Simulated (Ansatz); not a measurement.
The system is HgTe.

```
Hg Te
1.0
     0.00000    3.18000    3.18000
     3.18000    0.00000    3.18000
     3.18000    3.18000    0.00000
Hg Te
1 1
Cartesian
  0.0000 0.0000 0.0000
  3.1800 3.1800 3.1800
```

Measurements of this composition are mostly on another form, of space group No. 216.

| Item | Value |
| --- | --- |
| Program | Ansatz 0.2.0 |
| Task | relaxation of cell and atoms |
| Functional | PBEsol0 |
| Potentials or basis | Ansatz PAW |
| Cutoff | 420 eV (not typed: the program's choice for these potentials) |
| k mesh | 4 × 4 × 4 |
| Occupations | fermi-dirac, width 0.05 eV |
| Spin | no spin polarisation |

At the start: volume 32.16 Å³/atom.

**Question.** Where does the relaxation end?

**Answer.** It ends after 5 steps and the volume is 27.49 Å³/atom (-14.5 %); space group Fm-3m (No. 225, to 0.05 Å).

The path:
```csv
step,energy change (eV),largest force (eV/Å),volume (Å³)
1,0.0000,0.0000,64.31
2,-0.2207,0.0000,55.46
3,-0.2217,0.0000,54.78
4,-0.2217,0.0000,54.98
5,-0.2184,0.0000,54.98
```

Final structure:
```yaml
crystal:
  lattice:
    - [0.00000, 3.01797, 3.01797]
    - [3.01797, 0.00000, 3.01797]
    - [3.01797, 3.01797, 0.00000]
  atoms:
    - { symbol: Hg, position: [0.00000, 0.00000, 0.00000] }
    - { symbol: Te, position: [0.50000, 0.50000, 0.50000] }
```

Caveat: the k mesh is coarse (spacing up to 0.43 Å⁻¹), so the values aren't converged, least of all with exact exchange; the plane-wave basis is chosen anew once the cell has moved, so the energies of steps on either side of that aren't comparable; the volume moved by -15 % from the deposited cell, more than functionals usually miss; the PAW data sets come from PBE, with cores solved anew for the run's functional, which leaves a small shift of forces and pressure.
